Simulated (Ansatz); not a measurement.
# Al$_{3}$Ru$_{2}$: energy along a strain

Al$_{3}$Ru$_{2}$, I4/mmm, a = 3.073 Å, c = 14.252 Å. The structure is a Materials Project entry; whether it is the stable form wasn't checked. Ansatz: PBEsol, PAW, 420 eV, Γ-centred 22×22×22 mesh on 5 atoms, Gaussian smearing 0.15 eV; no spin polarisation. Cell vectors (Å): -1.537 1.537 7.126; 1.537 -1.537 7.126; 1.537 1.537 -7.126. The cell is strained by x per cent times the pattern (1 -1 0 0 0 0) in the order xx yy zz yz xz xy (engineering shears), with fractional coordinates held. y is the free energy over the start, V0 = 13.461 Å³/atom. Symmetry makes y even in x. Points with a strain past 8.5 % were computed too (2) and aren't used here.

| x (%) | y (meV/atom) |
| --- | --- |
| -5.00 | 44.07 |
| 0.00 | 0.00 |
| 1.25 | 2.75 |
| 2.50 | 11.03 |
| 3.75 | 24.84 |
| 6.25 | 68.56 |
| 7.50 | ? |

Question: Fit y = c2 x² + c4 x⁴ to the other rows, get the stiffness along the pattern, and predict the missing energy.

Answer: Least squares on the rows shown. y = 1.7730 x² − 0.00045163 x⁴. The clamped-ion stiffness p·C·p = 2 × 17.73 eV × 160.2 / 13.461 Å³ = 422 GPa. At x = 7.50 the fit asked for gives 98.30 meV/atom. The run gave 98.04 meV/atom, so the fit is 0.26 meV/atom too high, 0.27 % of the span of the series, against an rms of 0.02 meV/atom on the fitted rows. The row lies outside the fitted range. With a term in x⁶ added, a fit to the same known rows predicts 97.81 meV/atom, which misses by about as much or more on the other side: the known rows don't fix the higher terms.

The energy is almost purely harmonic along this in-plane orthorhombic shear, and the small negative quartic term marks only slight softening. The positive curvature shows that the tetragonal cell resists this particular distortion; 422 GPa corresponds to 2(C11 − C12), not to a single elastic constant.

The stiffness probably reflects directional Ru d–Al sp bonding. In the bcc-like stacking expected for this structure type, the shear leaves the nearest-neighbour distances unchanged to first order, so the resistance must come largely from bond-angle forces and from the longer contacts along the cell edges.

If all atoms lie on the fourfold axes, as in the Os₂Al₃ type, no internal displacement couples linearly to this strain. Holding the fractional coordinates should then leave the quadratic stiffness unaffected, whereas relaxation of the free heights along c could still alter the quartic term. The weak anharmonicity is therefore less transferable to the relaxed crystal than the stiffness.
